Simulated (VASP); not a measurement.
# Al2O3 (Pnnm) in VASP: further runs, part 2 of 2

VASP 6.6.1. Earlier steps stand in the parts before.

### Step 3. Band structure, revPBE

Contents of INCAR:

```
SYSTEM = Al2O3
ALGO = Normal
EDIFF = 1E-7
ENCUT = 520
GGA = RE
ISIF = 2
ISMEAR = -1
LASPH = .True.
LCHARG = .False.
LREAL = .False.
LWAVE = .False.
NELM = 100
PREC = Accurate
SIGMA = 0.05
```

Contents of KPOINTS:

```
k-points
0
Gamma
  6 3 9
  0 0 0
```

Contents of POSCAR:

```
Al2O3
1.0
    4.6137770000      0.0000000000      0.0000000000
    0.0000000000      9.5632790000      0.0000000000
    0.0000000000      0.0000000000      3.1198620000
Al O
4 6
Direct
    0.9829750000      0.8245730000      0.0000000000
    0.0170250000      0.1754270000      0.0000000000
    0.4829750000      0.6754270000      0.5000000000
    0.5170250000      0.3245730000      0.5000000000
    0.5000000000      0.5000000000      0.5000000000
    0.1236350000      0.7530500000      0.5000000000
    0.3763650000      0.2530500000      0.0000000000
    0.6236350000      0.7469500000      0.0000000000
    0.0000000000      0.0000000000      0.0000000000
    0.8763650000      0.2469500000      0.5000000000
```

Contents of KPOINTS_OPT:

```
path GXSYGZURTZ,YT,UX,SR
10
line-mode
reciprocal
 0.0000000000  0.0000000000  0.0000000000  G
 0.0000000000  0.0000000000  0.5000000000  X

 0.0000000000  0.0000000000  0.5000000000  X
 0.5000000000  0.0000000000  0.5000000000  S

 0.5000000000  0.0000000000  0.5000000000  S
 0.5000000000  0.0000000000  0.0000000000  Y

 0.5000000000  0.0000000000  0.0000000000  Y
 0.0000000000  0.0000000000  0.0000000000  G

 0.0000000000  0.0000000000  0.0000000000  G
 0.0000000000  0.5000000000  0.0000000000  Z

 0.0000000000  0.5000000000  0.0000000000  Z
 0.0000000000  0.5000000000  0.5000000000  U

 0.0000000000  0.5000000000  0.5000000000  U
 0.5000000000  0.5000000000  0.5000000000  R

 0.5000000000  0.5000000000  0.5000000000  R
 0.5000000000  0.5000000000  0.0000000000  T

 0.5000000000  0.5000000000  0.0000000000  T
 0.0000000000  0.5000000000  0.0000000000  Z

 0.5000000000  0.0000000000  0.0000000000  Y
 0.5000000000  0.5000000000  0.0000000000  T

 0.0000000000  0.5000000000  0.5000000000  U
 0.0000000000  0.0000000000  0.5000000000  X

 0.5000000000  0.0000000000  0.5000000000  S
 0.5000000000  0.5000000000  0.5000000000  R
```

Potentials or basis: VASP PAW PBE potentials, release 64 (Al, O).

Launch:

```console
cat potpaw_PBE.64/Al/POTCAR potpaw_PBE.64/O/POTCAR > POTCAR
mpirun -np 1 vasp_std > vasp.out
```

OUTCAR:

```text
SYSTEM = Al2O3
   EDIFF = 1E-7
   ENCUT = 520
   GGA = RE
   ISIF = 2
   ISMEAR = -1
   LASPH = .True.
   LREAL = .False.
   NELM = 100
   PREC = Accurate

 ion  position               nearest neighbor table
   1  0.983  0.825  0.000-   9 1.68   8 1.82   6 1.82   6 1.82   3 3.13   3 3.13   3 3.13   3 3.13
                             2 3.36
   2  0.017  0.175  0.000-   9 1.68   7 1.82  10 1.82  10 1.82   4 3.13   4 3.13   4 3.13   4 3.13
                             1 3.36
   3  0.483  0.675  0.500-   5 1.68   6 1.82   8 1.82   8 1.82   1 3.13   1 3.13   1 3.13   1 3.13
                             4 3.36
   4  0.517  0.325  0.500-   5 1.68  10 1.82   7 1.82   7 1.82   2 3.13   2 3.13   2 3.13   2 3.13
[... 1022 lines left out ...]

 VOLUME and BASIS-vectors are now :
 -----------------------------------------------------------------------------
  energy-cutoff  :      520.00
  volume of cell :      137.66
      direct lattice vectors                 reciprocal lattice vectors
     4.613777000  0.000000000  0.000000000     0.216742162  0.000000000  0.000000000
     0.000000000  9.563279000  0.000000000     0.000000000  0.104566645  0.000000000
     0.000000000  0.000000000  3.119862000     0.000000000  0.000000000  0.320526998

 POSITION                                       TOTAL-FORCE (eV/Angst)
 -----------------------------------------------------------------------------------
      4.53523      7.88562      0.00000        -0.045130     -0.050986      0.000000
      0.07855      1.67766      0.00000         0.045130      0.050986      0.000000
      2.22834      6.45930      1.55993        -0.045130      0.050986      0.000000
      2.38544      3.10398      1.55993         0.045130     -0.050986     -0.000000
      2.30689      4.78164      1.55993         0.000000     -0.000000      0.000000
      0.57042      7.20163      1.55993         0.144802     -0.149241      0.000000
      1.73646      2.41999      0.00000        -0.144802     -0.149241      0.000000
      2.87731      7.14329      0.00000         0.144802      0.149241      0.000000
      0.00000      0.00000      0.00000         0.000000     -0.000000      0.000000
      4.04335      2.36165      1.55993        -0.144802      0.149241      0.000000
 -----------------------------------------------------------------------------------
    total drift:                                0.000000     -0.000000     -0.000000

  FREE ENERGIE OF THE ION-ELECTRON SYSTEM (eV)
  ---------------------------------------------------
  free  energy   TOTEN  =       -71.0517207633 eV

  energy  without entropy=      -71.0517207633  energy(sigma->0) =      -71.05172076
```

Wall time 4.9 min (1 thread of Intel Xeon Platinum 8259CL at 2.50GHz (Skylake/Cascade Lake), shared host); peak memory 0.37 GiB.

Results:

| Item | Value |
| --- | --- |
| Free energy | -71.0517 eV |
| Pressure | 2.0 GPa |
| Largest force | 0.208 eV/Å |
| Band gap on the k mesh | 3.66 eV, direct |
| Band gap along the path | 3.66 eV, direct |

Forces in eV/Å, atoms in the order of the input:
```
Al  -0.045 -0.051  0.000
Al   0.045  0.051  0.000
Al  -0.045  0.051  0.000
Al   0.045 -0.051  0.000
O    0.000  0.000  0.000
O    0.145 -0.149  0.000
O   -0.145 -0.149  0.000
O    0.145  0.149  0.000
O    0.000  0.000  0.000
O   -0.145  0.149  0.000
```

Stress tensor (GPa, compression positive):
```
 3.01  0.00  0.00
 0.00  3.84  0.00
 0.00  0.00 -0.94
```

Levels at the corners of the path, in eV from the valence-band top:
```
point  band 20  band 21  band 22  band 23  band 24  band 25  band 26  band 27  band 28  band 29
    Γ    -1.33    -1.03    -0.53    -0.06     0.00     3.66     5.16     6.31     7.00     7.23
    X    -2.33    -1.06    -1.06    -0.71    -0.71     7.84     7.84     8.21     8.21     8.52
    X    -2.33    -1.06    -1.06    -0.71    -0.71     7.84     7.84     8.21     8.21     8.52
    S    -2.00    -1.20    -1.20    -0.56    -0.56     7.09     7.09     8.22     8.22     8.41
    S    -2.00    -1.20    -1.20    -0.56    -0.56     7.09     7.09     8.22     8.22     8.41
    Y    -2.27    -0.88    -0.88    -0.02    -0.02     6.13     6.13     6.64     6.64     8.11
    Y    -2.27    -0.88    -0.88    -0.02    -0.02     6.13     6.13     6.64     6.64     8.11
    Γ    -1.33    -1.03    -0.53    -0.06     0.00     3.66     5.16     6.31     7.00     7.23
    Γ    -1.33    -1.03    -0.53    -0.06     0.00     3.66     5.16     6.31     7.00     7.23
    Z    -1.52    -0.73    -0.73    -0.03    -0.03     4.31     4.31     6.65     6.65     7.99
    Z    -1.52    -0.73    -0.73    -0.03    -0.03     4.31     4.31     6.65     6.65     7.99
    U    -2.43    -1.13    -1.13    -0.61    -0.61     7.76     7.76     8.26     8.26     8.54
    U    -2.43    -1.13    -1.13    -0.61    -0.61     7.76     7.76     8.26     8.26     8.54
    R    -1.98    -1.04    -1.04    -0.72    -0.72     7.30     7.30     8.16     8.16     8.52
    R    -1.98    -1.04    -1.04    -0.72    -0.72     7.30     7.30     8.16     8.16     8.52
    T    -2.53    -0.80    -0.80    -0.02    -0.02     6.09     6.09     6.63     6.63     8.28
    T    -2.53    -0.80    -0.80    -0.02    -0.02     6.09     6.09     6.63     6.63     8.28
    Z    -1.52    -0.73    -0.73    -0.03    -0.03     4.31     4.31     6.65     6.65     7.99
    Y    -2.27    -0.88    -0.88    -0.02    -0.02     6.13     6.13     6.64     6.64     8.11
    T    -2.53    -0.80    -0.80    -0.02    -0.02     6.09     6.09     6.63     6.63     8.28
    U    -2.43    -1.13    -1.13    -0.61    -0.61     7.76     7.76     8.26     8.26     8.54
    X    -2.33    -1.06    -1.06    -0.71    -0.71     7.84     7.84     8.21     8.21     8.52
    S    -2.00    -1.20    -1.20    -0.56    -0.56     7.09     7.09     8.22     8.22     8.41
    R    -1.98    -1.04    -1.04    -0.72    -0.72     7.30     7.30     8.16     8.16     8.52
```

Caveat: the PAW data sets were made with another functional, which shifts forces and pressure a little.
